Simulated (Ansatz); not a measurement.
# Si2Mo (P6_222) in Ansatz: notebook

Aim: see how the results for Si2Mo move with the level of theory and the settings. Levels: revPBE, RPBE. Tasks: relaxation of cell and atoms.

Everything below comes from runs of Ansatz 0.2.0. Logs are shortened: lines on timing, memory, paths and dates and some standing lists are left out, and cuts for length are marked.

## 1. Starting point

The structure is hexagonal, space group P6_222 (No. 180). The conventional cell has a = 4.585 Å, b = 4.585 Å, c = 6.580 Å, α = 90.00°, β = 90.00°, γ = 120.00°. Mo (site symmetry 222) is surrounded by 10 Si at 2.57 to 2.67 Å. Si (site symmetry 2) has 5 Si at 2.55 to 2.67 Å and 5 Mo at 2.57 to 2.67 Å as nearest neighbours.

Measurements of this composition are mostly on another form, of space group No. 139.

## 2. Relaxation of cell and atoms, revPBE

input.yaml reads:

```yaml
crystal:
  lattice:
    - [4.5854715599, 0.0, 0.0]
    - [-2.29273578, 3.9711348592, 0.0]
    - [0.0, 0.0, 6.5797601]
  atoms:
    - { symbol: Mo, position: [0.5, 0.5, 0.8333333333] }
    - { symbol: Mo, position: [0.0, 0.5, 0.1666666667] }
    - { symbol: Mo, position: [0.5, 0.0, 0.5] }
    - { symbol: Si, position: [0.16387298, 0.32774596, 0.5] }
    - { symbol: Si, position: [0.67225404, 0.83612702, 0.1666666667] }
    - { symbol: Si, position: [0.83612702, 0.16387298, 0.8333333333] }
    - { symbol: Si, position: [0.83612702, 0.67225404, 0.5] }
    - { symbol: Si, position: [0.32774596, 0.16387298, 0.1666666667] }
    - { symbol: Si, position: [0.16387298, 0.83612702, 0.8333333333] }
hamiltonian:
  xc: revpbe
  pseudopotentials: { kind: paw }
kpoints:
  mp_grid: { grid: [5, 5, 3] }
scf:
  occupations: { method: fermi_dirac, width: 0.05 }
output:
  forces: true
  stress: true
  eigenvalues: true
relax:
  f_tol: 0.01
  max_steps: 40
  cell: { stress_tol: 0.05 }
```

Potentials or basis: Ansatz PAW.

Command:

```bash
$ ansatz run input.yaml --threads 4 --pin off --max-ram 11264MiB --backend cpu --events-out ev --progress --plain --runs-dir out
```

The log of the run:

```text
Warning: RAYON_NUM_THREADS=4 ignored (pool sized by the plan → 4); use --threads N
Engine: ansatz 0.2.0, aarch64-unknown-linux-gnu
Pseudopotentials: kind: paw
Pseudopotential: Mo, paw, valence charge 14, recommended cutoff 420 eV (normal), Mo.paw.azcp
Pseudopotential: Si, paw, valence charge 4, recommended cutoff 420 eV (normal), Si.paw.azcp
Functional definition: revPBE
  parameter kappa = 1.245
  parameter beta = 0.06672455060314922
  exchange = pbe_x(kappa = kappa, mu = beta*pi^2/3)
  correlation = pbe_c(beta = beta)
Crystal: 9 atoms, lattice volume = 119.814 Å³
Basis set: ecut = 420 eV, 2331 PW (Γ), exchange–correlation on 64×64×90 points (8 copies of the dense FFT grid, shifted against one another)
Bands: 42, of which v1, the nominal top of the filled ones, is band 33 counted from 1 (32 counted from 0)
Symmetry: 12 space group operations
Space group: P6222 (ITA 180), of the structure as read, at distance tolerance 4.9e-5 Å
k-points: 10 of 75
Non-local potential: Mo, projectors of the file, l = 0: 3, l = 1: 2, l = 2: 2, l = 3: 1
Non-local potential: Si, projectors of the file, l = 0: 2, l = 1: 2, l = 2: 2
PAW form: soft (Blöchl's): semilocal exchange-correlation on the pseudo side does not see the compensation charge
PAW frozen core: Mo, regenerated for the run's functional, and the local potential with it (the file was generated under x = pbe(κ = 0.804, μ = 0.2195149727645171), c = pbe(β = 0.06672455060314922))
PAW frozen core: Si, regenerated for the run's functional, and the local potential with it (the file was generated under x = pbe(κ = 0.804, μ = 0.2195149727645171), c = pbe(β = 0.06672455060314922))
PAW one-centre angular grid: Mo, 590 points (default); XC on 64 Gauss nodes
PAW one-centre angular grid: Si, 110 points (default); XC on 64 Gauss nodes
Initial density: superposition of atomic densities (neutral atoms: chi_scale 0, normalization atom), corrected by the library's trained network
Initial wavefunctions: pseudopotential atomic-orbital guess
Functional: x = revpbe(κ = 1.245, μ = 0.2195149727645171), c = pbe(β = 0.06672455060314922)
SCF iter   1: F=—  HF=-18715.194198 eV  |F-HF|=—  |Δ(HF+E_count)|=         —  Δρ=7.70e-3  dr2=7.59e-2  ethr=1.77e-3  ⟨swp⟩=7.4  Hψ=1839  notcnv=0
preconditioner: auto → Resta (q_TF=auto, 2.470 Å⁻¹)  ε∞=10.3  [insulator: Δε(μ)=0.661 eV  Ē_g=7.219 eV  σ=0.050 eV  W_gap=1.00  n_scr=22 (ndim 8)  ℏωp=22.0 eV  f_vac=0.000  D(μ)=0.01/eV (n_scr^D=0)  ε∞_Penn≈10.3]
SCF iter   2: F=—  HF=-18715.187642 eV  |F-HF|=—  |Δ(HF+E_count)|=   6.56e-3  Δρ=3.72e-3  dr2=1.18e-2  ethr=1.15e-4  ⟨swp⟩=1.6  Hψ=511  notcnv=0
SCF iter   3: F=—  HF=-18715.187048 eV  |F-HF|=—  |Δ(HF+E_count)|=   5.94e-4  Δρ=8.02e-4  dr2=4.39e-4  ethr=1.79e-5  ⟨swp⟩=2.1  Hψ=519  notcnv=0
SCF iter   4: F=—  HF=-18715.187034 eV  |F-HF|=—  |Δ(HF+E_count)|=   1.45e-5  Δρ=8.26e-5  dr2=4.97e-6  ethr=6.65e-7  ⟨swp⟩=2.4  Hψ=602  notcnv=0
SCF iter   5: F=—  HF=-18715.186980 eV  |F-HF|=—  |Δ(HF+E_count)|=   5.41e-5  Δρ=9.48e-6  dr2=7.82e-8  ethr=7.52e-9  ⟨swp⟩=2.2  Hψ=609  notcnv=0
SCF iter   6: F=-18715.186979 eV  HF=-18715.186980 eV  |F-HF|=5.35e-10  |Δ(HF+E_count)|=  8.15e-10  Δρ=1.57e-6  dr2=2.21e-9  ethr=1.19e-10  ⟨swp⟩=7.4  Hψ=1588  notcnv=0
SCF 1 converged in 6 iterations: F = -18715.186979 eV  dr2 = 2.21e-9
relax step   1: F+E_penalty+E_count = -18715.18697950 eV  Δ(F+E_penalty+E_count) = +0.000e0 eV  max|allowed force component| = 1.025e-2 eV/Å  Δτ_max = 0.0000 Å  P = +5.486 GPa  Ω = 119.814 Å³  (6 SCF iters, dr2 threshold 1.00e-7 eV, accepted)
Crystal: 9 atoms, lattice volume = 123.696 Å³
Basis set: ecut = 420 eV, 2441 PW (Γ), exchange–correlation on 64×64×90 points (8 copies of the dense FFT grid, shifted against one another)
Initial density: handed on by an earlier stage of this run
Initial wavefunctions: those handed on with the density
iter 1 solved again at ethr=7.54e-6 eV; its pass at ethr=3.10e-3 eV (dr2=4.98e-3 eV) is discarded
SCF iter   1: F=—  HF=-18715.236230 eV  |F-HF|=—  |Δ(HF+E_count)|=         —  Δρ=1.86e-3  dr2=5.52e-3  ethr=7.54e-6  ⟨swp⟩=1.5  Hψ=2005  notcnv=0
preconditioner: auto → Resta (q_TF=auto, 2.457 Å⁻¹)  ε∞=10.5  [insulator: Δε(μ)=0.607 eV  Ē_g=7.027 eV  σ=0.050 eV  W_gap=1.00  n_scr=34 (ndim 8)  ℏωp=21.6 eV  f_vac=0.000  D(μ)=0.01/eV (n_scr^D=0)  ε∞_Penn≈10.5]
SCF iter   2: F=—  HF=-18715.235293 eV  |F-HF|=—  |Δ(HF+E_count)|=   9.38e-4  Δρ=1.00e-3  dr2=1.14e-3  ethr=7.54e-6  ⟨swp⟩=2.0  Hψ=475  notcnv=0
SCF iter   3: F=—  HF=-18715.235143 eV  |F-HF|=—  |Δ(HF+E_count)|=   1.49e-4  Δρ=1.81e-4  dr2=2.42e-5  ethr=1.72e-6  ⟨swp⟩=2.0  Hψ=514  notcnv=0
SCF iter   4: F=—  HF=-18715.235023 eV  |F-HF|=—  |Δ(HF+E_count)|=   1.20e-4  Δρ=2.21e-5  dr2=4.06e-7  ethr=1.36e-9  ⟨swp⟩=5.1  Hψ=1994  notcnv=0
[... 38 lines left out ...]
SCF iter   4: F=—  HF=-18715.239351 eV  |F-HF|=—  |Δ(HF+E_count)|=   4.04e-8  Δρ=6.45e-7  dr2=5.91e-10  ethr=7.69e-12  ⟨swp⟩=2.4  Hψ=753  notcnv=0
iter 5 did not close the SCF: its close was put off for the readings that it lacked (scf_convergence_deferred on its scf_iter line)
SCF iter   5: F=-18715.239351 eV  HF=-18715.239351 eV  |F-HF|=0.00e0  |Δ(HF+E_count)|=  1.46e-11  Δρ=5.27e-8  dr2=1.68e-12  ethr=1.00e-12  ⟨swp⟩=2.0  Hψ=530  notcnv=0
SCF iter   6: F=-18715.239351 eV  HF=-18715.239351 eV  |F-HF|=0.00e0  |Δ(HF+E_count)|=    0.00e0  Δρ=8.86e-9  dr2=5.66e-14  ethr=1.00e-12  ⟨swp⟩=2.6  Hψ=1236  notcnv=0
SCF 5 converged in 6 iterations: F = -18715.239351 eV  dr2 = 5.66e-14
relax step   5: F+E_penalty+E_count = -18715.23935095 eV  Δ(F+E_penalty+E_count) = -8.061e-4 eV  max|allowed force component| = 1.546e-3 eV/Å  Δτ_max = 0.0000 Å  P = +0.010 GPa  Ω = 122.934 Å³  stress off target by 1.62e-2 GPa  SCF on the basis re-selected at this cell (its energy is not comparable with the rows above)  (6 SCF iters)
basis re-selected at this cell: Δ(F+E_penalty+E_count) = -8.061e-4 eV, ΔP = +0.005 GPa vs the last step (what re-selecting the basis moved, of the pressure what is left beyond the Pulay correction that the steps carried, after the strain that the cell walked since its last selection, with what the two solves' SCF thresholds leave and, on support functions, any second-order correction that the steps lacked; it is no measure of the basis error at this ecutwfc). This SCF's stress stands 1.62e-2 GPa from its target on what of the cell is left free (relax.cell.stress_tol is 5.00e-2 GPa) and its largest allowed force component is 1.55e-3 eV/Å (relax.f_tol is 1.00e-2 eV/Å): within both
SCF converged after 6 iterations
Free energy (F): -18715.239351 eV
Harris-Foulkes:  -18715.239351 eV  (|F-HF|=0.00e0)
Internal energy: -18715.239070 eV  (E = F + TS)
E sigma→0 (E₀):  -18715.239210 eV
Entropy (-TS):   -0.000281 eV (-0.031 meV/atom)
Fermi energy:    16.189358 eV
--- Per-component energies (eV) ---
  E_band       = -151.937585
  E_kinetic    = 1589.552355
  E_local      = -3473.995500  (includes V_loc(G=0)·N_el)
  E_nonlocal   = 573.063430
  E_hartree    = 1293.192124
  E_xc         = -894.025855
  E_vxc        = -983.273788  (∫ρ·V_xc dr)
  E_paw        = -12707.328345  (= ΣΔE_a)
  E_vpaw       = -443.668528  (= ΣTr[D̂ρ^β])
  E_aug_tail   = 0.000193  (compensation charges beyond the density's cutoff)
  E_ewald      = -5095.386917
  E_core_change = -0.310556  (= ΣΔE_core)
  E_smearing   = -0.000281  (= −TS)
  E_closure    = 0.000000  (closes the sum)
  Σ components = -18715.239351   (vs F -18715.239351, Δ=0.00e0)
--- Forces (eV/Å), atoms counted from 1 ---
  atom   1  Mo     0.00000000     0.00000000     0.00000000
  atom   2  Mo     0.00000000    -0.00000000    -0.00000000
  atom   3  Mo    -0.00000000    -0.00000000     0.00000000
  atom   4  Si    -0.00000000     0.00154624     0.00000000
  atom   5  Si    -0.00133908    -0.00077312     0.00000000
  atom   6  Si    -0.00133908     0.00077312    -0.00000000
  atom   7  Si     0.00000000    -0.00154624    -0.00000000
  atom   8  Si     0.00133908     0.00077312    -0.00000000
  atom   9  Si     0.00133908    -0.00077312     0.00000000
  max |Σ_I F_I| component: 2.43e-17 eV/Å
--- Stress (GPa, compression-positive) ---
        0.016155       0.000000       0.000000
        0.000000       0.016155       0.000000
        0.000000       0.000000      -0.001746
  P = ⅓ Tr σ = 0.0102 GPa (0.102 kbar)
--- Band table (eV; the first three rows and the last of 10) ---
  k-point 0: bands = ["-44.9347", "-44.9077", "-44.9077", "-19.1554", "-19.1526", "-19.1526", "-19.1464", "-19.1464", "-19.0674", "-19.0118", "-19.0118", "-18.9966", "2.3763", "5.4181", "5.4181", "9.0963", "9.7891", "9.7891", "10.1724", "10.1724", "11.0564", "11.4180", "11.4180", "11.7279", "12.6551", "12.6551", "13.0787", "13.0787", "13.2605", "13.2605", "13.5124", "14.1443", "15.4514", "18.1552", "18.4988", "18.4988", "18.5698", "18.6743", "18.9684", "18.9684", "19.1058", "19.1058"]
  k-point 1: bands = ["-44.9304", "-44.9198", "-44.8999", "-19.1940", "-19.1583", "-19.1435", "-19.1335", "-19.0854", "-19.0695", "-19.0543", "-19.0225", "-18.9800", "2.7730", "3.8772", "6.9413", "9.4043", "9.5015", "9.7240", "9.7322", "10.7868", "10.7987", "10.8771", "11.0084", "11.0615", "12.7177", "12.8550", "12.9172", "13.0137", "13.6276", "13.9902", "14.1420", "14.5269", "15.8998", "18.1821", "18.2347", "18.2674", "18.6466", "18.7263", "18.7717", "18.7805", "18.8408", "18.9457"]
  k-point 2: bands = ["-44.9323", "-44.9099", "-44.9077", "-19.1849", "-19.1674", "-19.1498", "-19.1409", "-19.1239", "-19.0644", "-19.0204", "-19.0156", "-18.9837", "2.7649", "5.6495", "5.7263", "7.6382", "8.6009", "9.5046", "9.9014", "10.9336", "11.5391", "11.5800", "11.9786", "12.2218", "12.5223", "12.9316", "13.1318", "13.2494", "13.2969", "13.3944", "13.6813", "13.7936", "15.2387", "17.2023", "17.4958", "17.7020", "17.8172", "18.0257", "18.5034", "18.7868", "19.0738", "19.3465"]
  k-point 9: bands = ["-44.9249", "-44.9157", "-44.9089", "-19.1984", "-19.1905", "-19.1698", "-19.1333", "-19.0956", "-19.0799", "-19.0363", "-18.9877", "-18.9807", "4.7850", "5.3985", "5.6785", "6.4331", "7.5083", "8.4916", "9.5712", "10.1204", "11.0543", "11.8858", "12.2574", "12.4533", "12.7489", "13.0269", "13.0663", "13.1774", "13.7663", "14.3139", "14.7280", "15.0243", "15.7453", "16.7491", "17.0268", "17.7414", "17.8304", "17.9141", "18.3791", "18.6871", "18.7695", "19.0704"]
--- Relaxed structure (4 steps of the walk, 4 accepted, 1 SCFs on fresh bases) ---
  F+E_penalty+E_count = -18715.23935095 eV   max|allowed force component| = 1.546e-3 eV/Å   (the final SCF, on the basis selected at the relaxed cell)
  cell:  # Å, volume = 122.9338 Å³
    - [4.6285799217375505, 2.9139002168535156e-11, 8.359783640786927e-34]
    - [-2.31428996089401, 4.008467795656739, -7.799784321981956e-34]
    - [-1.1352955496333181e-33, -5.14096097947163e-34, 6.625904690412999]
  atoms:
    - { symbol: Mo, position: [0.4999999999999999, 0.4999999999999999, 0.8333333333333333] }
    - { symbol: Mo, position: [5.156761880844693e-35, 0.49999999999999994, 0.16666666666666663] }
    - { symbol: Mo, position: [0.49999999999999994, -9.10069158640628e-21, 0.49999999999999994] }
    - { symbol: Si, position: [0.16398943774137148, 0.327978875482743, 0.49999999999999994] }
    - { symbol: Si, position: [0.6720211245172569, 0.8360105622586284, 0.16666666666666663] }
    - { symbol: Si, position: [0.8360105622586286, 0.16398943774137145, 0.8333333333333333] }
    - { symbol: Si, position: [0.8360105622586285, 0.672021124517257, 0.49999999999999994] }
    - { symbol: Si, position: [0.32797887548274296, 0.16398943774137145, 0.16666666666666663] }
    - { symbol: Si, position: [0.16398943774137142, 0.8360105622586284, 0.8333333333333333] }
```

Wall time 9.5 s (4 threads of Arm Neoverse V1, shared host); peak memory 0.45 GiB.

Results:

| Item | Value |
| --- | --- |
| Free energy | -18715.2394 eV |
| Relaxed volume | 13.66 Å³/atom |
| Relaxed cell | a = 4.629 Å, b = 4.629 Å, c = 6.626 Å, α = 90.00°, β = 90.00°, γ = 120.00° |
| Space group after relaxing (to 0.05 Å) | P6_222 (No. 180) |
| Energy gained by relaxing | 5.8 meV/atom |
| Ionic steps | 5 |
| Pressure after relaxing | 0.0 GPa |
| Band gap on the k mesh | 0.60 eV, indirect (least direct gap 0.87 eV) |

The path:
| step | energy change (eV) | largest force (eV/Å) | volume (Å³) |
| --- | --- | --- | --- |
| 1 | 0.0000 | 0.0102 | 119.81 |
| 2 | -0.0480 | 0.0453 | 123.70 |
| 3 | -0.0515 | 0.0094 | 122.97 |
| 4 | -0.0516 | 0.0015 | 122.93 |
| 5 | -0.0524 | 0.0015 | 122.93 |

Final structure:
```yaml
crystal:
  lattice:
    - [4.62858, 0.00000, 0.00000]
    - [-2.31429, 4.00847, 0.00000]
    - [0.00000, 0.00000, 6.62590]
  atoms:
    - { symbol: Mo, position: [0.50000, 0.50000, 0.83333] }
    - { symbol: Mo, position: [0.00000, 0.50000, 0.16667] }
    - { symbol: Mo, position: [0.50000, 0.00000, 0.50000] }
    - { symbol: Si, position: [0.16399, 0.32798, 0.50000] }
    - { symbol: Si, position: [0.67202, 0.83601, 0.16667] }
    - { symbol: Si, position: [0.83601, 0.16399, 0.83333] }
    - { symbol: Si, position: [0.83601, 0.67202, 0.50000] }
    - { symbol: Si, position: [0.32798, 0.16399, 0.16667] }
    - { symbol: Si, position: [0.16399, 0.83601, 0.83333] }
```

Caveat: odd divisions of the mesh miss points on the zone boundary, where band edges often lie, so the gap on the mesh can be too wide; the plane-wave basis is chosen anew once the cell has moved, so the energies of steps on either side of that aren't comparable; the PAW data sets come from PBE, with cores solved anew for the run's functional, which leaves a small shift of forces and pressure. A k mesh can miss the band edges.

## 3. Relaxation of cell and atoms, RPBE

Edit input.yaml of step 2 so:

```diff
@@ -16,3 +16,3 @@
 hamiltonian:
-  xc: revpbe
+  xc: rpbe
   pseudopotentials: { kind: paw }
```

Potentials or basis: Ansatz PAW.

Command:

```bash
$ ansatz run input.yaml --threads 4 --pin off --max-ram 11264MiB --backend cpu --events-out ev --progress --plain --runs-dir out
```

Run time: 8.9 s. Hardware: 4 threads of Arm Neoverse V1, shared host; peak memory 0.43 GiB.

It converged, with:

```yaml
Free_energy: -18726.4325 eV
Relaxed_volume: 13.71 Å³/atom
Relaxed_cell: a = 4.634 Å, b = 4.634 Å, c = 6.633 Å, α = 90.00°, β = 90.00°, γ = 120.00°
Space_group_after_relaxing_to_0.05_Å: P6_222 (No. 180)
Energy_gained_by_relaxing: 7.4 meV/atom
Ionic_steps: 5
Pressure_after_relaxing: 0.0 GPa
Band_gap_on_the_k_mesh: 0.60 eV, indirect (least direct gap 0.87 eV)
```

Step by step:
| step | energy change (eV) | largest force (eV/Å) | volume (Å³) |
| --- | --- | --- | --- |
| 1 | 0.0000 | 0.0072 | 119.81 |
| 2 | -0.0615 | 0.0501 | 124.21 |
| 3 | -0.0659 | 0.0103 | 123.39 |
| 4 | -0.0659 | 0.0016 | 123.35 |
| 5 | -0.0668 | 0.0017 | 123.35 |

Final structure:
```
CELL_PARAMETERS angstrom
4.63400 0.00000 0.00000
-2.31700 4.01316 0.00000
0.00000 0.00000 6.63281
ATOMIC_POSITIONS crystal
Mo 0.50000 0.50000 0.83333
Mo 0.00000 0.50000 0.16667
Mo 0.50000 0.00000 0.50000
Si 0.16397 0.32794 0.50000
Si 0.67206 0.83603 0.16667
Si 0.83603 0.16397 0.83333
Si 0.83603 0.67206 0.50000
Si 0.32794 0.16397 0.16667
Si 0.16397 0.83603 0.83333
```

Levels at points of the mesh, in eV from the valence-band top:
```csv
k point,band 29,band 30,band 31,band 32,band 33,band 34,band 35,band 36,band 37,band 38
"(0.00, 0.00, 0.00)",-2.63,-2.63,-2.39,-1.75,-0.45,2.25,2.59,2.59,2.66,2.76
```

Caveat: odd divisions of the mesh miss points on the zone boundary, where band edges often lie, so the gap on the mesh can be too wide; the plane-wave basis is chosen anew once the cell has moved, so the energies of steps on either side of that aren't comparable; the PAW data sets come from PBE, with cores solved anew for the run's functional, which leaves a small shift of forces and pressure.
